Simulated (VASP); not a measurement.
# KI (Fm-3m) in VASP: a series of runs, part 2 of 2

VASP 6.6.1. Earlier steps stand in the parts before.

### Step 3. Single point, PBEsol

The input, INCAR:

```
SYSTEM = KI
PREC     = Accurate       ! precision mode
ENCUT    = 520            ! plane-wave cutoff, eV
EDIFF    = 1E-6           ! SCF threshold, eV
ISMEAR   = 0              ! smearing method
SIGMA    = 0.01           ! smearing width, eV
LREAL    = .FALSE.        ! projectors in reciprocal space
LASPH    = .TRUE.         ! aspherical terms in the spheres
NELM     = 100            ! most SCF steps
ALGO     = Normal         ! electronic algorithm
ISIF     = 2              ! what is computed and relaxed
LWAVE    = .FALSE.        ! write WAVECAR
LCHARG   = .TRUE.         ! write CHGCAR
GGA      = PS             ! functional
LELF     = .TRUE.         ! ELF
LVHAR    = .TRUE.       
NBANDS   = 15             ! bands
```

The input, KPOINTS:

```
regular mesh
0
G
  4 4 4
  0 0 0
```

The input, POSCAR:

```
KI
1.0
    0.0000000000      3.5445661619      3.5445661619
    3.5445661619      0.0000000000      3.5445661619
    3.5445661619      3.5445661619      0.0000000000
K I
1 1
Direct
    0.0000000000      0.0000000000      0.0000000000
    0.5000000000      0.5000000000      0.5000000000
```

Potentials or basis: VASP PAW PBE potentials, release 64 (K_sv, I).

Started as:

```bash
$ cat potpaw_PBE.64/K_sv/POTCAR potpaw_PBE.64/I/POTCAR > POTCAR
$ mpirun -np 1 vasp_std > vasp.out
```

OUTCAR:

```text
SYSTEM = KI
   PREC = Accurate
   ENCUT = 520
   EDIFF = 1E-6
   ISMEAR = 0
   LREAL = .FALSE.
   LASPH = .TRUE.
   NELM = 100
   ISIF = 2
   GGA = PS

 ion  position               nearest neighbor table
   1  0.000  0.000  0.000-   2 3.54   2 3.54   2 3.54   2 3.54   2 3.54   2 3.54
   2  0.500  0.500  0.500-   1 3.54   1 3.54   1 3.54   1 3.54   1 3.54   1 3.54

  LATTYP: Found a face centered cubic cell.
 ALAT       =     7.0891323238

  Lattice vectors:

 A1 = (   0.0000000000,   3.5445661619,   3.5445661619)
 A2 = (   3.5445661619,   0.0000000000,   3.5445661619)
[... 312 lines left out ...]

  FORCE on cell =-STRESS in cart. coord.  units (eV):
  Direction    XX          YY          ZZ          XY          YZ          ZX
  --------------------------------------------------------------------------------------
  -------------------------------------------------------------------------------------
  Total       -0.1948243     -0.1948243     -0.1948243      0.0000000      0.0000000     -0.0000000
  in kB       -3.5045675     -3.5045675     -3.5045675      0.0000000      0.0000000     -0.0000000
  external PRESSURE =      -3.5045675 kB  Pullay stress =       0.0000000 kB

 VOLUME and BASIS-vectors are now :
 -----------------------------------------------------------------------------
  energy-cutoff  :      520.00
  volume of cell :       89.07
      direct lattice vectors                 reciprocal lattice vectors
     0.000000000  3.544566162  3.544566162    -0.141060987  0.141060987  0.141060987
     3.544566162  0.000000000  3.544566162     0.141060987 -0.141060987  0.141060987
     3.544566162  3.544566162  0.000000000     0.141060987  0.141060987 -0.141060987

 POSITION                                       TOTAL-FORCE (eV/Angst)
 -----------------------------------------------------------------------------------
      0.00000      0.00000      0.00000         0.000000      0.000000      0.000000
      3.54457      3.54457      3.54457        -0.000000      0.000000      0.000000
 -----------------------------------------------------------------------------------
    total drift:                                0.000000     -0.000000     -0.000000

  FREE ENERGIE OF THE ION-ELECTRON SYSTEM (eV)
  ---------------------------------------------------
  free  energy   TOTEN  =        -5.8120489754 eV

  energy  without entropy=       -5.8120489754  energy(sigma->0) =       -5.81204898
```

OSZICAR:

```text
N       E                     dE             d eps       ncg     rms          rms(c)
DAV:   1     0.913161369018E+02    0.91316E+02   -0.64150E+03   240   0.909E+02
DAV:   2    -0.402250598381E+00   -0.91718E+02   -0.84524E+02   296   0.213E+02
DAV:   3    -0.563764193050E+01   -0.52354E+01   -0.52077E+01   317   0.445E+01
DAV:   4    -0.589709589895E+01   -0.25945E+00   -0.25938E+00   436   0.917E+00
DAV:   5    -0.589931031591E+01   -0.22144E-02   -0.22144E-02   324   0.818E-01    0.286E+00
DAV:   6    -0.581484786525E+01    0.84462E-01   -0.90133E-02   324   0.196E+00    0.205E+00
DAV:   7    -0.580746631517E+01    0.73816E-02   -0.10290E-01   296   0.172E+00    0.852E-01
DAV:   8    -0.581196272939E+01   -0.44964E-02   -0.12852E-02   282   0.827E-01    0.255E-01
DAV:   9    -0.581178558607E+01    0.17714E-03   -0.40402E-04   338   0.126E-01    0.117E-01
DAV:  10    -0.581203013085E+01   -0.24454E-03   -0.38396E-04   268   0.906E-02    0.663E-02
DAV:  11    -0.581204843637E+01   -0.18306E-04   -0.46969E-05   290   0.405E-02    0.138E-02
DAV:  12    -0.581204897541E+01   -0.53904E-06   -0.36329E-06   317   0.129E-02
   1 F= -.58120490E+01 E0= -.58120490E+01  d E =-.179107E-12
```

Run time: 17 s. Hardware: 1 thread of Intel Xeon 6975P-C, shared host; peak memory 0.24 GiB.

Results:

| Property | Result |
| --- | --- |
| Free energy | -5.8120 eV |
| Pressure | -0.4 GPa |
| Band gap on the k mesh | 3.79 eV, direct |

Caveat: the PAW data sets were made with another functional, which shifts forces and pressure a little; spin-orbit coupling is left out, which moves the levels of the heavy elements.

### Step 4. Single point, PBEsol

The input, INCAR:

```
  PREC = Accurate
  ENCUT = 520
  EDIFF = 1E-6
  ISMEAR = -5
  SIGMA = 0.1
  LREAL = False
  LASPH = True
  NELM = 60
  ALGO = Normal
  ISIF = 2
  LWAVE = False
  LCHARG = False
  GGA = PS
  NBANDS = 15
```

The input, KPOINTS:

```
regular mesh
0
Gamma
  4 4 4
```

POSCAR is that of step 3.

Started as:

```bash
$ cat potpaw_PBE.64/K_sv/POTCAR potpaw_PBE.64/I/POTCAR > POTCAR
$ mpirun -np 1 vasp_std > vasp.out
```

It took 16 s on 1 thread of Intel Xeon 6975P-C, shared host; peak memory 0.24 GiB.

It converged, with:

- Free energy: -5.8120 eV
- Pressure: -0.4 GPa
- Band gap on the k mesh: 3.79 eV, direct

Levels at points of the mesh, in eV from the valence-band top:
```tsv
k point	band 5	band 6	band 7	band 8	band 9	band 10	band 11	band 12
(0.00, 0.00, 0.00)	-10.52	0.00	0.00	0.00	3.79	6.43	6.43	6.43
(0.50, 0.00, 0.00)	-10.24	-1.33	-0.33	-0.33	5.37	7.58	8.05	8.05
(0.50, 0.50, 0.00)	-10.38	-1.00	-0.37	-0.37	4.84	5.65	8.06	8.60
```

Caveat: the PAW data sets were made with another functional, which shifts forces and pressure a little; spin-orbit coupling is left out, which moves the levels of the heavy elements.

### Step 5. Single point, PBEsol

The input, INCAR:

```
SYSTEM = KI
  PREC = Accurate
  ENCUT = 520
  EDIFF = 1E-6
  ISMEAR = 1
  SIGMA = 0.5
  LREAL = .FALSE.
  LASPH = .TRUE.
  NELM = 60
  ALGO = Normal
  ISIF = 2
  LWAVE = .FALSE.
  LCHARG = .FALSE.
  GGA = PS
  NBANDS = 15
```

The input, KPOINTS:

```
Automatic mesh
0
G
  4 4 4
  0 0 0
```

POSCAR is that of step 4.

Started as:

```bash
$ cat potpaw_PBE.64/K_sv/POTCAR potpaw_PBE.64/I/POTCAR > POTCAR
$ mpirun -np 1 vasp_std > vasp.out
```

It took 15 s on 1 thread of Intel Xeon 6975P-C, shared host; peak memory 0.23 GiB.

The run converged. Its results:

```yaml
Free_energy: -5.7696 eV
Pressure: -0.5 GPa
Band_gap_on_the_k_mesh: 3.80 eV, direct
```

Levels at points of the mesh, in eV from the valence-band top:
| k point | band 4 | band 5 | band 6 | band 7 | band 8 | band 9 | band 10 | band 11 | band 12 | band 13 |
| --- | --- | --- | --- | --- | --- | --- | --- | --- | --- | --- |
| (0.00, 0.00, 0.00) | -11.88 | -10.52 | 0.00 | 0.00 | 0.00 | 3.80 | 6.44 | 6.44 | 6.44 | 7.17 |
| (0.50, 0.00, 0.00) | -11.88 | -10.24 | -1.32 | -0.33 | -0.33 | 5.38 | 7.58 | 8.05 | 8.05 | 8.66 |
| (0.50, 0.50, 0.00) | -11.90 | -10.38 | -1.00 | -0.37 | -0.37 | 4.85 | 5.66 | 8.07 | 8.60 | 8.65 |

Caveat: the PAW data sets were made with another functional, which shifts forces and pressure a little; spin-orbit coupling is left out, which moves the levels of the heavy elements.

### Step 6. Single point, PBEsol

The input, INCAR:

```
SYSTEM = KI
PREC = Accurate
ENCUT = 520
EDIFF = 1E-7
ISMEAR = 0
SIGMA = 0.5
LREAL = .False.
LASPH = .True.
NELM = 100
ALGO = Normal
ISIF = 2
LWAVE = .False.
LCHARG = .False.
GGA = PS
NBANDS = 15
```

The input, KPOINTS:

```
regular mesh
0
Gamma
  4 4 4
  0 0 0
```

POSCAR is that of step 5.

Potentials or basis: VASP PAW PBE potentials, release 64 (K_sv, I).

Started as:

```bash
$ cat potpaw_PBE.64/K_sv/POTCAR potpaw_PBE.64/I/POTCAR > POTCAR
$ mpirun -np 1 vasp_std > vasp.out
```

Run time: 18 s. Hardware: 1 thread of Intel Xeon 6975P-C, shared host; peak memory 0.23 GiB.

Results (log left out):

```
Free energy            : -5.8120 eV
Pressure               : -0.4 GPa
Band gap on the k mesh : 3.79 eV, direct
```

Levels at points of the mesh, in eV from the valence-band top:
```csv
k point,band 4,band 5,band 6,band 7,band 8,band 9,band 10,band 11,band 12,band 13
"(0.00, 0.00, 0.00)",-11.90,-10.52,0.00,0.00,0.00,3.79,6.43,6.43,6.43,7.17
"(0.50, 0.00, 0.00)",-11.90,-10.24,-1.33,-0.33,-0.33,5.38,7.58,8.05,8.05,8.65
"(0.50, 0.50, 0.00)",-11.91,-10.38,-1.00,-0.37,-0.37,4.84,5.65,8.06,8.60,8.64
```

Caveat: the PAW data sets were made with another functional, which shifts forces and pressure a little; spin-orbit coupling is left out, which moves the levels of the heavy elements.

### Step 7. Summary

| smearing | gap on the mesh (eV) | pressure (GPa) |
| --- | --- | --- |
| gaussian 0.01 eV | 3.79 | -0.4 |
| tetrahedron | 3.79 | -0.4 |
| methfessel-paxton 0.5 eV | 3.80 | -0.5 |
| gaussian 0.5 eV | 3.79 | -0.4 |

Alike in all rows: task single point; level PBEsol; potentials or basis VASP PAW PBE potentials, release 64 (K_sv, I); no spin polarisation; cell as given; k mesh 4 × 4 × 4; cutoff (eV) 520.

On the cell as given the gap runs from 3.79 eV (PBEsol) to 3.80 eV (PBEsol).

Caveats: the PAW data sets were made with another functional, which shifts forces and pressure a little; spin-orbit coupling is left out, which moves the levels of the heavy elements.

Total energies depend on the potentials used, so only differences within one code and one set of settings carry meaning.

### Step 8. Against experiment

Step 2. Measured gap of KI: 6.32 eV (a printed reference work, monograph). This calculation gives 3.79 eV (-2.53 eV). Spin-orbit coupling on I is left out. The value is that of PBEsol, without temperature or zero-point motion. Semilocal functionals fall short of measured gaps as a rule.

Step 3. Measured gap of KI: 6.32 eV (a printed reference work, monograph). This calculation gives 3.79 eV (-2.53 eV). Spin-orbit coupling on I is left out. The value is that of PBEsol, without temperature or zero-point motion. Semilocal functionals fall short of measured gaps as a rule.

Step 4. Measured gap of KI: 6.32 eV (a printed reference work, monograph). This calculation gives 3.79 eV (-2.53 eV). Spin-orbit coupling on I is left out. The value is that of PBEsol, without temperature or zero-point motion. Semilocal functionals fall short of measured gaps as a rule.

Step 5. A measured gap of KI is 6.32 eV (a printed reference work, monograph); the calculated 3.80 eV misses it by -2.52 eV. Spin-orbit coupling on I is left out. The value is that of PBEsol, without temperature or zero-point motion. Semilocal functionals fall short of measured gaps as a rule.

Step 6. Against the measured gap of KI, 6.32 eV (a printed reference work, monograph), the calculated 3.79 eV is off by -2.53 eV. Spin-orbit coupling on I is left out. The value is that of PBEsol, without temperature or zero-point motion. Semilocal functionals fall short of measured gaps as a rule.
